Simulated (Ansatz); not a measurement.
# Rh(111) / 1 layer Pt(111) / Rh(111): resistance against film thickness, part 2 of 2

How does the resistance across the layers grow with the film in Rh(111) / 1 layer Pt(111) / Rh(111)?

Ansatz 0.2.0; Ansatz plane-wave DFT, PBE, PAW files; ballistic transport by layer matching (Landauer), zero bias; PAW set soft_1.

So far. Step 2 (With 1 layer): The lead's potential steps by 9.2 meV from period to period, small in itself. The program estimates the junction's conductance to 2.3 % from the k-mesh, 0.2 % from the leads' distance from neutral and 2.7 % from their steps. Step 3 (With 3 layers, k-mesh 16×16×1, film layers 3): The conductance of the junction is 1.2e15 S/m², 26 % under the 1.7e15 S/m² of the last finished run.

### Step 4. With 5 layers, k-mesh 16×16×1, film layers 5

The stack now holds 5 film layers; the k-mesh follows the cell, and the energies span -0.27 to 0.27 eV.

System of this step: Rh(111) / 5 layers Pt(111) / Rh(111). The cell holds 15 atoms: 10 Rh and 5 Pt. Cell: a = 2.689 Å, b = 2.689 Å, c = 33.996 Å, α = 90.0°, β = 90.0°, γ = 120.0°. It derives from Rh and Pt. Regions: lead, 10 atoms (10 Rh); films, 5 atoms (5 Pt). The structure is stacked along c, and the current runs across the ab planes.

Input file input.yaml:

```yaml
crystal:
  lattice:
    - [2.6891977995, 0.0, 0.0]
    - [-1.3445988998, 2.3289136102, 0.0]
    - [0.0, 0.0, 33.9962025151]
  atoms:
    - { symbol: Rh, position: [0.0, 0.0, 0.0322936188] }
    - { symbol: Rh, position: [0.3333333333, 0.6666666667, 0.0968808564] }
    - { symbol: Rh, position: [0.6666666667, 0.3333333333, 0.161468094] }
    - { symbol: Rh, position: [0.0, 0.0, 0.2260553315] }
    - { symbol: Pt, position: [0.3333333333, 0.6666666667, 0.2937617127] }
    - { symbol: Pt, position: [0.6666666667, 0.3333333333, 0.3645872376] }
    - { symbol: Pt, position: [0.0, 0.0, 0.4354127624] }
    - { symbol: Pt, position: [0.3333333333, 0.6666666667, 0.5062382873] }
    - { symbol: Pt, position: [0.6666666667, 0.3333333333, 0.5770638121] }
    - { symbol: Rh, position: [0.0, 0.0, 0.6447701933] }
    - { symbol: Rh, position: [0.3333333333, 0.6666666667, 0.7093574309] }
    - { symbol: Rh, position: [0.6666666667, 0.3333333333, 0.7739446685] }
    - { symbol: Rh, position: [0.0, 0.0, 0.838531906] }
    - { symbol: Rh, position: [0.3333333333, 0.6666666667, 0.9031191436] }
    - { symbol: Rh, position: [0.6666666667, 0.3333333333, 0.9677063812] }
kpoints:
  mp_grid: { grid: [16, 16, 1] }
hamiltonian:
  xc: pbe
  pseudopotentials: { kind: paw, azcp: { folder: soft_1 } }
scf:
  occupations: { method: fermi_dirac, width: 0.1 }
output:
  transmission:
    leads: [[0, 1]]
    kmesh: [32, 32]
    e_range: [-0.27, 0.27]
    de: 0.036
  write_potential: true
  write_density: true
  volumetric_format: npy
```

The run is started by

```bash
$ ansatz run input.yaml --threads 4 --pin off --max-ram 8192MiB --backend cpu --events-out ev --progress --plain --runs-dir out
```

Numbers of over 12 decimals in the logs are rounded to 6 here.

The program printed:

```text
[...]
Crystal: 15 atoms, lattice volume = 212.915 Å³
Basis set: ecut = 420 eV, 4211 PW (Γ)
Bands: 156, of which v1, the nominal top of the filled ones, is band 130 counted from 1 (129 counted from 0)
Symmetry: 12 space group operations
[...]
k-points: 30 of 256
[...]
--- Transmission ---
  basis      : 55 plane waves across, 60 finite elements along
  points     : 102, standing for a mesh of 32 x 32
[...]
filled         : 11.0 meV under the level at which it is neutral
    channels       : 1.792969e0 a spin
[...]
slowest decay  : 0.0645 /Å at (0.4062, 0.1875)
  junction   : crystal 0 to crystal 0, -1.50 to 30.30 Å
    transmission   : 8.983949e-1 a spin
[...]
resistance     : 4.3235e-4 Ω µm² beyond half of each lead's own
[key lines of the parts left out:]
SCF converged after 10 iterations
Free energy (F): -126652.958856 eV
Fermi energy:    22.766788 eV
```

Wall time 83 s (4 threads of Arm Neoverse V1, shared host); peak memory 1.3 GiB; 4.8 min of CPU time.

This step gave:

- free energy: -126652.9589 eV
- energy at zero smearing: -126652.6119 eV
- Fermi energy: 22.77 eV
- step of the lead's potential: 0.6 meV
- ballistic conductance of the lead: 2.22e15 S/m²
- lead conductance per cell: 1.798 G₀
- conductance of the junction: 1.13e15 S/m²
- junction conductance per cell: 0.9166 G₀
- estimated errors of the junction's conductance: 0, 0.4, 2.7, 0.3, 0.6 % (energy step, band edges, k-mesh, leads' steps, distance from neutral)
- area resistance that the stack adds (contact term taken off, spin by spin): 0.4324 fΩ m²

Per spin. The transmission, zone mean by energy, zero at the Fermi level:

```csv
energy (eV),"transmission, zone mean"
-0.270,1.07
-0.234,1.05
-0.198,1.03
-0.162,0.999
-0.126,0.965
-0.090,0.970
-0.054,0.942
-0.018,0.931
0.018,0.898
0.054,0.900
0.090,0.874
0.126,0.861
0.162,0.836
0.198,0.813
0.234,0.800
0.270,0.765
```

The conductance of the junction is 1.1e15 S/m², 7.7 % under the 1.2e15 S/m² of the last finished run.

### Step 5. With 7 layers, k-mesh 16×16×1, film layers 7

The stack now holds 7 film layers; the k-mesh follows the cell, and the energies span -0.27 to 0.27 eV.

System of this step: Rh(111) / 7 layers Pt(111) / Rh(111). The cell holds 15 atoms: 8 Rh and 7 Pt. Its edges and angles: a = 2.689 Å, b = 2.689 Å, c = 34.420 Å, α = 90.0°, β = 90.0°, γ = 120.0°. It derives from Rh and Pt. Regions: lead, 8 atoms (8 Rh); films, 7 atoms (7 Pt). The structure is stacked along c, and the current runs across the ab planes.

input.yaml, the sections that differ from step 4:

```yaml
crystal:
  lattice:
    - [2.6891977995, 0.0, 0.0]
    - [-1.3445988998, 2.3289136102, 0.0]
    - [0.0, 0.0, 34.4203586686]
  atoms:
    - { symbol: Rh, position: [0.0, 0.0, 0.0318956701] }
    - { symbol: Rh, position: [0.3333333333, 0.6666666667, 0.0956870103] }
    - { symbol: Rh, position: [0.6666666667, 0.3333333333, 0.1594783504] }
    - { symbol: Rh, position: [0.0, 0.0, 0.2232696906] }
    - { symbol: Pt, position: [0.3333333333, 0.6666666667, 0.2901417377] }
    - { symbol: Pt, position: [0.6666666667, 0.3333333333, 0.3600944918] }
    - { symbol: Pt, position: [0.0, 0.0, 0.4300472459] }
    - { symbol: Pt, position: [0.3333333333, 0.6666666667, 0.5] }
    - { symbol: Pt, position: [0.6666666667, 0.3333333333, 0.5699527541] }
    - { symbol: Pt, position: [0.0, 0.0, 0.6399055082] }
    - { symbol: Pt, position: [0.3333333333, 0.6666666667, 0.7098582623] }
    - { symbol: Rh, position: [0.6666666667, 0.3333333333, 0.7767303094] }
    - { symbol: Rh, position: [0.0, 0.0, 0.8405216496] }
    - { symbol: Rh, position: [0.3333333333, 0.6666666667, 0.9043129897] }
    - { symbol: Rh, position: [0.6666666667, 0.3333333333, 0.9681043299] }
# kpoints, hamiltonian, scf, output: as in step 4
```

The program printed:

```text
[...]
Crystal: 15 atoms, lattice volume = 215.572 Å³
Basis set: ecut = 420 eV, 4285 PW (Γ)
Bands: 158, of which v1, the nominal top of the filled ones, is band 131 counted from 1 (130 counted from 0)
Symmetry: 12 space group operations
[...]
k-points: 30 of 256
[...]
--- Transmission ---
  basis      : 55 plane waves across, 60 finite elements along
  points     : 102, standing for a mesh of 32 x 32
[...]
filled         : 13.4 meV under the level at which it is neutral
    channels       : 1.792969e0 a spin
[...]
slowest decay  : 0.0703 /Å at (0.4062, 0.1875)
  junction   : crystal 0 to crystal 0, 0.70 to 32.92 Å
    transmission   : 8.715253e-1 a spin
[...]
resistance     : 4.5460e-4 Ω µm² beyond half of each lead's own
[key lines of the parts left out:]
SCF converged after 11 iterations
Free energy (F): -138896.384551 eV
Fermi energy:    22.900583 eV
```

Wall time 89 s (4 threads); peak memory 1.4 GiB; 5.1 min of CPU time.

Numbers from this step:

```yaml
free_energy: -138896.3846 eV
energy_at_zero_smearing: -138896.0310 eV
fermi_energy: 22.90 eV
step_of_the_lead_s_potential: 10.5 meV
estimated_errors_of_the_lead_s_conductance: 0, 3, 0.3 % (band edges, k-mesh, distance from neutral)
lead_conductance_per_cell: 1.797 G₀
conductance_of_the_junction: 1.11e15 S/m²
junction_conductance_per_cell: 0.8938 G₀
estimated_errors_of_the_junction_s_conductance: 0.4, 0.5, 2.5, 14.4, 1 % (energy step, band edges, k-mesh, leads' steps, distance from neutral)
area_resistance_that_the_stack_adds_contact_term_taken_off_spin_by_spin: 0.4546 fΩ m²
```

Per spin. Table of transmission, zone mean by energy, zero at the Fermi level:

```csv
energy (eV),"transmission, zone mean"
-0.270,1.05
-0.234,1.01
-0.198,1.04
-0.162,1.02
-0.126,0.978
-0.090,0.962
-0.054,0.921
-0.018,0.908
0.018,0.872
0.054,0.850
0.090,0.861
0.126,0.839
0.162,0.829
0.198,0.774
0.234,0.729
0.270,0.746
```

The conductance of the junction is 1.1e15 S/m², 2.5 % under the 1.1e15 S/m² of the last finished run, within the error estimates, leads' steps apart, of 2.7 and 2.5 %. The estimate from the leads' steps, 14 %, is larger still.

### Step 6. With 9 layers, k-mesh 16×16×1, film layers 9

The stack now holds 9 film layers; the k-mesh follows the cell, and the energies span -0.27 to 0.27 eV.

System of this step: Rh(111) / 9 layers Pt(111) / Rh(111). The cell holds 18 atoms: 9 Rh and 9 Pt. Cell: a = 2.689 Å, b = 2.689 Å, c = 41.432 Å, α = 90.0°, β = 90.0°, γ = 120.0°. It derives from Rh and Pt. Regions: lead, 9 atoms (9 Rh); films, 9 atoms (9 Pt). The structure is stacked along c, and the current runs across the ab planes.

input.yaml, the sections that differ from step 5:

```yaml
crystal:
  lattice:
    - [2.6891977995, 0.0, 0.0]
    - [-1.3445988998, 2.3289136102, 0.0]
    - [0.0, 0.0, 41.4316772484]
  atoms:
    - { symbol: Rh, position: [0.0, 0.0, 0.0264980922] }
    - { symbol: Rh, position: [0.3333333333, 0.6666666667, 0.0794942766] }
    - { symbol: Rh, position: [0.6666666667, 0.3333333333, 0.1324904611] }
    - { symbol: Rh, position: [0.0, 0.0, 0.1854866455] }
    - { symbol: Pt, position: [0.3333333333, 0.6666666667, 0.2410422011] }
    - { symbol: Pt, position: [0.6666666667, 0.3333333333, 0.2991571277] }
    - { symbol: Pt, position: [0.0, 0.0, 0.3572720544] }
    - { symbol: Pt, position: [0.3333333333, 0.6666666667, 0.4153869811] }
    - { symbol: Pt, position: [0.6666666667, 0.3333333333, 0.4735019078] }
    - { symbol: Pt, position: [0.0, 0.0, 0.5316168345] }
    - { symbol: Pt, position: [0.3333333333, 0.6666666667, 0.5897317611] }
    - { symbol: Pt, position: [0.6666666667, 0.3333333333, 0.6478466878] }
    - { symbol: Pt, position: [0.0, 0.0, 0.7059616145] }
    - { symbol: Rh, position: [0.3333333333, 0.6666666667, 0.7615171701] }
    - { symbol: Rh, position: [0.6666666667, 0.3333333333, 0.8145133545] }
    - { symbol: Rh, position: [0.0, 0.0, 0.8675095389] }
    - { symbol: Rh, position: [0.3333333333, 0.6666666667, 0.9205057234] }
    - { symbol: Rh, position: [0.6666666667, 0.3333333333, 0.9735019078] }
# kpoints, hamiltonian, scf, output: as in step 5
```

The program printed:

```text
[...]
Crystal: 18 atoms, lattice volume = 259.483 Å³
Basis set: ecut = 420 eV, 5149 PW (Γ)
Bands: 189, of which v1, the nominal top of the filled ones, is band 158 counted from 1 (157 counted from 0)
Symmetry: 12 space group operations
[...]
k-points: 30 of 256
[...]
--- Transmission ---
  basis      : 55 plane waves across, 72 finite elements along
  points     : 102, standing for a mesh of 32 x 32
[...]
filled         : 11.1 meV under the level at which it is neutral
    channels       : 1.792969e0 a spin
[...]
slowest decay  : 0.0648 /Å at (0.4062, 0.1875)
  junction   : crystal 0 to crystal 0, -0.70 to 38.54 Å
    transmission   : 8.860108e-1 a spin
[...]
resistance     : 4.5829e-4 Ω µm² beyond half of each lead's own
[key lines of the parts left out:]
SCF converged after 11 iterations
Free energy (F): -170348.665493 eV
Fermi energy:    22.930304 eV
```

Run time: 2 min. Hardware: 4 threads; peak memory 1.8 GiB; 6.9 min of CPU time.

Numbers from this step:

| Property | Result |
| --- | --- |
| free energy | -170348.6655 eV |
| energy at zero smearing | -170348.2368 eV |
| Fermi energy | 22.93 eV |
| step of the lead's potential | 3.4 meV |
| estimated errors of the lead's conductance | 0, 3, 0.2 % (band edges, k-mesh, distance from neutral) |
| lead conductance per cell | 1.798 G₀ |
| conductance of the junction | 1.10e15 S/m² |
| junction conductance per cell | 0.8904 G₀ |
| estimated errors of the junction's conductance | 0.4, 0.8, 2.7, 2, 0.8 % (energy step, band edges, k-mesh, leads' steps, distance from neutral) |
| area resistance that the stack adds (contact term taken off, spin by spin) | 0.4583 fΩ m² |

Per spin. Table of transmission, zone mean by energy, zero at the Fermi level:

```csv
energy (eV),"transmission, zone mean"
-0.270,1.08
-0.234,1.00
-0.198,0.991
-0.162,1.00
-0.126,0.981
-0.090,0.978
-0.054,0.914
-0.018,0.905
0.018,0.886
0.054,0.844
0.090,0.857
0.126,0.863
0.162,0.822
0.198,0.780
0.234,0.724
0.270,0.705
```

The conductance of the junction is 1.1e15 S/m², 0.38 % under the 1.1e15 S/m² of the last finished run, within the error estimates, leads' steps apart, of 2.5 and 2.7 %.

### Step 7. Cost and result by level

Times are for 4 threads of Arm Neoverse V1, shared host. The runs compared:

```csv
no.,film layers,"area resistance that the stack adds (contact term taken off, spin by spin) (fΩ m²)",conductance of the junction (S/m²),time,memory (GiB)
1,1,0.1496,1.67e15,1.7 min,0.82
2,3,0.3645,1.23e15,64 s,0.92
3,5,0.4324,1.13e15,83 s,1.3
4,7,0.4546,1.11e15,89 s,1.4
5,9,0.4583,1.10e15,2 min,1.8
```

### Step 8. With 3 layers

The same run once more with an input made wrong on purpose.

This step: Ansatz plane-wave DFT, PBE, PAW files; ballistic transport by layer matching (Landauer), zero bias; changed: output.transmission.e_range = [-80, 80], output.transmission.de = 5, scf.max_iter = 60 (Ansatz 0.2.0).

System of this step: Rh(111) / 3 layers Pt(111) / Rh(111). The cell holds 12 atoms: 9 Rh and 3 Pt. Cell: a = 2.689 Å, b = 2.689 Å, c = 26.985 Å, α = 90.0°, β = 90.0°, γ = 120.0°. It derives from Rh and Pt. Regions: lead, 9 atoms (9 Rh); films, 3 atoms (3 Pt). The structure is stacked along c, and the current runs across the ab planes.

Input file input.yaml:

```yaml
crystal:
  lattice:
    - [2.6891977995, 0.0, 0.0]
    - [-1.3445988998, 2.3289136102, 0.0]
    - [0.0, 0.0, 26.9848839353]
  atoms:
    - { symbol: Rh, position: [0.0, 0.0, 0.0406842737] }
    - { symbol: Rh, position: [0.3333333333, 0.6666666667, 0.1220528212] }
    - { symbol: Rh, position: [0.6666666667, 0.3333333333, 0.2034213686] }
    - { symbol: Rh, position: [0.0, 0.0, 0.2847899161] }
    - { symbol: Pt, position: [0.3333333333, 0.6666666667, 0.3700880353] }
    - { symbol: Pt, position: [0.6666666667, 0.3333333333, 0.4593157263] }
    - { symbol: Pt, position: [0.0, 0.0, 0.5485434173] }
    - { symbol: Rh, position: [0.3333333333, 0.6666666667, 0.6338415365] }
    - { symbol: Rh, position: [0.6666666667, 0.3333333333, 0.7152100839] }
    - { symbol: Rh, position: [0.0, 0.0, 0.7965786314] }
    - { symbol: Rh, position: [0.3333333333, 0.6666666667, 0.8779471788] }
    - { symbol: Rh, position: [0.6666666667, 0.3333333333, 0.9593157263] }
kpoints:
  mp_grid: { grid: [16, 16, 1] }
hamiltonian:
  xc: pbe
  pseudopotentials: { kind: paw, azcp: { folder: soft_1 } }
scf:
  occupations: { method: fermi_dirac, width: 0.1 }
  max_iter: 60
output:
  transmission: { leads: [[0, 1]], kmesh: [32, 32], e_range: [-80, 80], de: 5 }
  write_potential: true
  write_density: true
  volumetric_format: npy
```

The program printed:

```text
Error: inconsistent input (output.transmission.e_range, basis.ecutwfc): energies over 52 eV from the Fermi level are not served at this cutoff: ask for nearer ones, or raise it
```

Run time: 0.05 s. Hardware: 4 threads; peak memory 0.064 GiB.

The input was rejected at the start.

The program's message: “Error: inconsistent input (output.transmission.e_range, basis.ecutwfc): energies over 52 eV from the Fermi level are not served at this cutoff: ask for nearer ones, or raise it”

The change that led to it: output.transmission.e_range = [-80, 80] and output.transmission.de = 5.

### Step 9. Summary of results

```json
{
 "area resistance, 1 layer": "0.150 fΩ m²",
 "area resistance, 3 layers": "0.365 fΩ m²",
 "area resistance, 5 layers": "0.432 fΩ m²",
 "area resistance, 7 layers": "0.455 fΩ m²",
 "area resistance, 9 layers": "0.458 fΩ m²"
}
```

What this shows: The stack adds 0.15 fΩ m² with 1 layer and 0.46 fΩ m² with 9. From 3 to 9 layers it grows by 26 %; nothing scatters inside a perfect film, so this is no ohmic growth, and the error estimates, with the leads' steps, cover part of it. Atoms sit on ideal sites and aren't relaxed. Spin-orbit coupling is left out, which matters for Pt. Pt(111) is compressed by 3.0 % in plane to fit Rh(111).

[Logs are printed without paths, hosts, clocks, repeated set-up lines and the standing remarks that a program may print on its own settings, such as how far it seeks lower states.]

[Hosts, paths, dates, database ids (printed as entryN), source tags and the programs' standing remarks are cut or masked in the printed files.]
